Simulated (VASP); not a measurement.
# COH2 in VASP: notebook

Aim: see how the results for COH2 move with the level of theory and the settings. Levels: PBE+D3(BJ), PBE. Tasks: relaxation of the atoms, single point.

Program: VASP 6.6.1. These are calculated values, not measurements. Logs are shortened: lines on timing, memory, paths and dates and some standing lists are left out, and cuts for length are marked.

## (1) Starting point

The cell holds a molecule in a box, 4 atoms: a = 12.495 Å, b = 12.995 Å, c = 13.495 Å, α = 90.00°, β = 90.00°, γ = 90.00°.

## (2) Relaxation of the atoms, PBE+D3(BJ)

INCAR

```
PREC     = Accurate       # precision mode
ENCUT    = 400            # plane-wave cutoff, eV
EDIFF    = 1E-7           # SCF threshold, eV
ISMEAR   = 0              # smearing method
SIGMA    = 0.01           # smearing width, eV
LREAL    = False          # projectors in reciprocal space
LASPH    = True           # aspherical terms in the spheres
NELM     = 100            # most SCF steps
ALGO     = Normal         # electronic algorithm
ISIF     = 2              # what is computed and relaxed
LWAVE    = False          # write WAVECAR
LCHARG   = False          # write CHGCAR
GGA      = PE             # functional
IVDW     = 12             # dispersion correction
IBRION   = 2              # ionic algorithm
NSW      = 120            # ionic steps
EDIFFG   = -0.03          # ionic threshold
ISYM     = 0
```

KPOINTS

```
regular mesh
0
Gamma
  1 1 1
```

POSCAR

```
H2CO
1.0
   12.4947659882      0.0000000000      0.0000000000
    0.0000000000     12.9947659882      0.0000000000
    0.0000000000      0.0000000000     13.4947659882
C O H
1 1 2
Selective dynamics
Direct
    0.5000190504      0.5037871196      0.5000098305  F F F
    0.5275856974      0.4171473943      0.5138462042  T T T
    0.5493678802      0.5706527356      0.5211884853  T T T
    0.4230273719      0.5238035625      0.4649554801  T T T
```

Potentials or basis: VASP PAW PBE potentials, release 64 (C, O, H).

The run is started by

```sh
$ cat potpaw_PBE.64/C/POTCAR potpaw_PBE.64/O/POTCAR potpaw_PBE.64/H/POTCAR > POTCAR
$ mpirun -np 4 vasp_gam > vasp.out
```

OUTCAR:

```text
PREC = Accurate
   ENCUT = 400
   EDIFF = 1E-7
   ISMEAR = 0
   LREAL = False
   LASPH = True
   NELM = 100
   ISIF = 2
   GGA = PE
   IVDW = 12
   IBRION = 2
   NSW = 120
   EDIFFG = -0.03
   ISYM = 0
 IVDW          = 12

 ion  position               nearest neighbor table
   1  0.500  0.504  0.500-   4 1.10   3 1.10   2 1.19
   2  0.528  0.417  0.514-   1 1.19
   3  0.549  0.571  0.521-   1 1.10
   4  0.423  0.524  0.465-   1 1.10

IMPORTANT INFORMATION: All symmetrisations will be switched off!
NOSYMM: (Re-)initialisation of all symmetry stuff for point group C_1.

----------------------------------------------------------------------------------------

                                     Primitive cell

  volume of cell :    2191.0987

  direct lattice vectors                    reciprocal lattice vectors
    12.494765988  0.000000000  0.000000000     0.080033512  0.000000000  0.000000000
     0.000000000 12.994765988  0.000000000     0.000000000  0.076954060  0.000000000
     0.000000000  0.000000000 13.494765988     0.000000000  0.000000000  0.074102804

  length of vectors
    12.494765988 12.994765988 13.494765988     0.080033512  0.076954060  0.074102804

  position of ions in fractional coordinates (direct lattice)
     0.500019050  0.503787120  0.500009830
     0.527585697  0.417147394  0.513846204
     0.549367880  0.570652736  0.521188485
     0.423027372  0.523803562  0.464955480

  ion indices of the primitive-cell ions
   primitive index   ion index
                 1           1
                 2           2
                 3           3
                 4           4

----------------------------------------------------------------------------------------

 KPOINTS: regular mesh

Automatic generation of k-mesh.
 Grid dimensions read from file:
 generate k-points for:    1    1    1

 Generating k-lattice:

  Cartesian coordinates                     Fractional coordinates (reciprocal lattice)
     0.080033512  0.000000000  0.000000000     1.000000000  0.000000000  0.000000000
     0.000000000  0.076954060  0.000000000     0.000000000  1.000000000  0.000000000
     0.000000000  0.000000000  0.074102804     0.000000000  0.000000000  1.000000000

  Length of vectors
     0.080033512  0.076954060  0.074102804

  Shift w.r.t. Gamma in fractional coordinates (k-lattice)
     0.000000000  0.000000000  0.000000000

 Subroutine IBZKPT returns following result:
 ===========================================

 Found      1 irreducible k-points:

 Following reciprocal coordinates:
            Coordinates               Weight
  0.000000  0.000000  0.000000      1.000000
   k-points           NKPTS =      1   k-points in BZ     NKDIM =      1   number of bands    NBANDS=     12
   number of dos      NEDOS =    301   number of ions     NIONS =      4
   total plane-waves  NPLWV = 680400
   dimension x,y,z NGX =    84 NGY =   90 NGZ =   90
   dimension x,y,z NGXF=   168 NGYF=  180 NGZF=  180
   ions per type =               1   1   2
   NGX,Y,Z   is equivalent  to a cutoff of  11.18, 11.51, 11.09 a.u.
   NGXF,Y,Z  is equivalent  to a cutoff of  22.35, 23.03, 22.17 a.u.
 SYSTEM =  unknown system
   PREC   = accura    normal or accurate (medium, high low for compatibility)
   ISTART =      0    job   : 0-new  1-cont  2-samecut
   ICHARG =      2    charge: 1-file 2-atom 10-const
   ISPIN  =      1    spin polarized calculation?
   LNONCOLLINEAR =      F non collinear calculations
   LSORBIT =      F    spin-orbit coupling
   LASPH  =      T    aspherical Exc in radial PAW
   ENCUT  =  400.0 eV  29.40 Ry    5.42 a.u.  20.38 21.19 22.01*2*pi/ulx,y,z
   NELM   =    100;   NELMIN=  2; NELMDL= -5     # of ELM steps
   EDIFF  = 0.1E-06   stopping-criterion for ELM
   LREAL  =      F    real-space projection
   EDIFFG = -.3E-01   stopping-criterion for IOM
   NSW    =    120    number of steps for IOM
   IBRION =      2    ionic relax: 0-MD 1-quasi-New 2-CG
   NFREE  =      1    steps in history (QN), initial steepest desc. (CG)
   ISIF   =      2    stress and relaxation
   ISYM   =      0    0-nonsym 1-usesym 2-fastsym
   POTIM  = 0.5000    time-step for ionic-motion
   TEBEG  =    0.0;   TEEND  =   0.0 temperature during run
   PSTRESS=    0.0 pullay stress
   NELECT =      12.0000    total number of electrons
   NUPDOWN=      -1.0000    fix difference up-down
   EMIN   =  10.00;   EMAX   =-10.00  energy-range for DOS
   EFERMI =   0.00;   METHOD = LEGACY
   ISMEAR =     0;   SIGMA  =   0.01  broadening in eV -4-tet -1-fermi 0-gaus
   EFERMI_NEDOS =   21; number of points for ismear=-14 and -15
   IALGO  =     38    algorithm
   IMIX   =      4    mixing-type and parameters
     AMIX     =   0.40;   BMIX     =  1.00
     AMIX_MAG =   1.60;   BMIX_MAG =  1.00
  volume/ion in A,a.u.               =     547.77      3696.57
  Fermi-wavevector in a.u.,A,eV,Ry     =   0.288568  0.545314  1.132976  0.083271
  Thomas-Fermi vector in A             =   1.145455
   LORBIT       =      0    0 simple, 1 ext, 2 COOP (PROOUT), +10 PAW based schemes
   GGA     = PE    functional components
   LHFCALC =     F    Hartree Fock is set to
   AEXX    =    0.0000 exact exchange contribution
   IVDW    =    12    specifies the selected vdW correction
   LEPSILON=     F    determine dielectric tensor
   LRPA    =     F    only Hartree local field effects (RPA)
 conjugate gradient relaxation of ions
 non-spin polarized calculation
 Gauss-broadening in eV      SIGMA  =   0.01
  energy-cutoff  :      400.00
  volume of cell :     2191.10
 maximum number of plane-waves:     19892
 NGX is ok and might be reduce to    84
   NGX = 41   NGY = 43   NGZ = 45

--------------------------------------- Ionic step        1  -------------------------------------------

 number of electron      12.0000008 magnetization

 Free energy of the ion-electron system (eV)
  ---------------------------------------------------
  ext. energy  EPLUGINS =         0.00000000
  ---------------------------------------------------
  free energy    TOTEN  =       -22.12487524 eV

  energy without entropy =      -22.12487524  energy(sigma->0) =      -22.12487524

------------------------ aborting loop because EDIFF is reached ----------------------------------------

 Edisp (eV)   -0.02984

 E8    (eV) :    -0.0081

  FORCE on cell =-STRESS in cart. coord.  units (eV):
  Direction    XX          YY          ZZ          XY          YZ          ZX
  --------------------------------------------------------------------------------------
  -------------------------------------------------------------------------------------
  Total      -0.10622     1.57716    -0.69660    -0.51814    -0.29318     0.38742
  in kB      -0.07767     1.15325    -0.50937    -0.37887    -0.21438     0.28329
  external pressure =        0.19 kB  Pullay stress =        0.00 kB

 VOLUME and BASIS-vectors are now :
 -----------------------------------------------------------------------------
  energy-cutoff  :      400.00
  volume of cell :     2191.10
      direct lattice vectors                 reciprocal lattice vectors
    12.494765988  0.000000000  0.000000000     0.080033512  0.000000000  0.000000000
     0.000000000 12.994765988  0.000000000     0.000000000  0.076954060  0.000000000
     0.000000000  0.000000000 13.494765988     0.000000000  0.000000000  0.074102804

 POSITION                                       TOTAL-FORCE (eV/Angst)
 -----------------------------------------------------------------------------------
      6.24762      6.54660      6.74752        -0.456155      1.492991     -0.248278
      6.59206      5.42073      6.93423         0.571562     -1.872887      0.311733
      6.86422      7.41550      7.03332         0.372438      0.355958      0.175129
      5.28563      6.80670      6.27447        -0.487845      0.023938     -0.238584
 -----------------------------------------------------------------------------------
    total drift:                               -0.000821      0.000242     -0.000181
[... 235 lines left out ...]
 VOLUME and BASIS-vectors are now :
 -----------------------------------------------------------------------------
  energy-cutoff  :      400.00
  volume of cell :     2191.10
      direct lattice vectors                 reciprocal lattice vectors
    12.494765988  0.000000000  0.000000000     0.080033512  0.000000000  0.000000000
     0.000000000 12.994765988  0.000000000     0.000000000  0.076954060  0.000000000
     0.000000000  0.000000000 13.494765988     0.000000000  0.000000000  0.074102804

 POSITION                                       TOTAL-FORCE (eV/Angst)
 -----------------------------------------------------------------------------------
      6.24762      6.54660      6.74752        -0.051396      0.168983     -0.028361
      6.59780      5.40138      6.93758         0.045179     -0.150840      0.025984
      6.88288      7.41784      7.04232         0.017450     -0.003914      0.008131
      5.26970      6.79574      6.26683        -0.011233     -0.014230     -0.005755
 -----------------------------------------------------------------------------------
    total drift:                               -0.001054      0.000079     -0.000175

  FREE ENERGIE OF THE ION-ELECTRON SYSTEM (eV)
  ---------------------------------------------------
  free  energy   TOTEN  =       -22.1858230340 eV

  energy  without entropy=      -22.1858230340  energy(sigma->0) =      -22.18582303

--------------------------------------- Ionic step        8  -------------------------------------------

 number of electron      12.0000007 magnetization

 Free energy of the ion-electron system (eV)
  ---------------------------------------------------
  ext. energy  EPLUGINS =         0.00000000
  ---------------------------------------------------
  free energy    TOTEN  =       -22.15622377 eV

  energy without entropy =      -22.15622377  energy(sigma->0) =      -22.15622377

 E-fermi :  -6.1438     XC(G=0):  -0.3735

 val. band max:       -6.2006381798   @ k =   0.0000   0.0000   0.0000
 cond. band min:      -2.6755498026   @ k =   0.0000   0.0000   0.0000
 fundamental gap:      3.5250883771
 Fermi energy:        -6.1437877003

 k-point     1 :       0.0000    0.0000    0.0000
  band No.  band energies     occupation
      1     -26.6098      2.00000
      2     -15.6437      2.00000
      3     -12.0445      2.00000
      4     -10.8578      2.00000
      5      -9.9822      2.00000
      6      -6.2006      2.00000
      7      -2.6755      0.00000
      8      -0.4482      0.00000
      9       0.3018      0.00000
     10       0.4724      0.00000
     11       0.5704      0.00000
     12       0.6691      0.00000

------------------------ aborting loop because EDIFF is reached ----------------------------------------

 Edisp (eV)   -0.02981

 E8    (eV) :    -0.0081

  FORCE on cell =-STRESS in cart. coord.  units (eV):
  Direction    XX          YY          ZZ          XY          YZ          ZX
  --------------------------------------------------------------------------------------
  -------------------------------------------------------------------------------------
  Total      -0.97270    -0.79334    -0.90922    -0.07556    -0.03787    -0.04255
  in kB      -0.71126    -0.58011    -0.66484    -0.05525    -0.02769    -0.03112
  external pressure =       -0.65 kB  Pullay stress =        0.00 kB

 VOLUME and BASIS-vectors are now :
 -----------------------------------------------------------------------------
  energy-cutoff  :      400.00
  volume of cell :     2191.10
      direct lattice vectors                 reciprocal lattice vectors
    12.494765988  0.000000000  0.000000000     0.080033512  0.000000000  0.000000000
     0.000000000 12.994765988  0.000000000     0.000000000  0.076954060  0.000000000
     0.000000000  0.000000000 13.494765988     0.000000000  0.000000000  0.074102804

 POSITION                                       TOTAL-FORCE (eV/Angst)
 -----------------------------------------------------------------------------------
      6.24762      6.54660      6.74752        -0.006865      0.022961     -0.004082
      6.59828      5.39967      6.93790         0.006784     -0.025064      0.005078
      6.88415      7.41624      7.04295         0.010070      0.004518      0.004377
      5.26959      6.79362      6.26679        -0.009989     -0.002415     -0.005373
 -----------------------------------------------------------------------------------
    total drift:                               -0.001060      0.000036     -0.000178

  FREE ENERGIE OF THE ION-ELECTRON SYSTEM (eV)
  ---------------------------------------------------
  free  energy   TOTEN  =       -22.1860294052 eV

  energy  without entropy=      -22.1860294052  energy(sigma->0) =      -22.18602941

 reached required accuracy - stopping structural energy minimisation
```

Run time: 1.8 min. Hardware: 4 MPI ranks of AMD EPYC 9R45 (Zen 5), shared host; peak memory 0.44 GiB.

Results:

```
Free energy                     : -22.1860 eV
Energy gained by relaxing       : 7.8 meV/atom
Ionic steps                     : 8
Gap between the frontier levels : 3.53 eV
Dispersion energy per atom      : -0.007 eV
```

The path:
```tsv
step	energy change (eV)	largest force (eV/Å)	pressure (GPa)
1	0.0000	1.9828	0.02
2	0.1647	4.7186	-0.24
3	-0.0269	0.2853	-0.06
4	-0.0303	0.2074	-0.07
5	-0.0304	0.1736	-0.07
6	-0.0309	0.1757	-0.07
7	-0.0311	0.1789	-0.06
8	-0.0313	0.0265	-0.07
```

Final structure:
```cif
data_structure
_symmetry_space_group_name_H-M 'P 1'
_symmetry_Int_Tables_number 1
_cell_length_a 12.4948
_cell_length_b 12.9948
_cell_length_c 13.4948
_cell_angle_alpha 90.000
_cell_angle_beta 90.000
_cell_angle_gamma 90.000
_cell_volume 2191.10
loop_
_atom_site_label
_atom_site_type_symbol
_atom_site_fract_x
_atom_site_fract_y
_atom_site_fract_z
_atom_site_occupancy
C1 C 0.50002 0.50379 0.50001 1
O1 O 0.52808 0.41553 0.51412 1
H1 H 0.55096 0.57071 0.52190 1
H2 H 0.42174 0.52280 0.46439 1
```

Levels at points of the mesh, in eV from the valence-band top:
```
           k point  band 3  band 4  band 5  band 6  band 7  band 8  band 9  band 10
(0.00, 0.00, 0.00)   -5.84   -4.66   -3.78    0.00    3.53    5.75    6.50     6.67
```

Caveat: the cutoff is under 1.25 times the usual one of these potentials, so pressure, stress and relaxed cells hold a basis-set (Pulay) error; the standard files for N, O and F lose accuracy on very short bonds. As with any semilocal functional, this PBE gap is likely too small.

(Continued in part 2 of 2.)
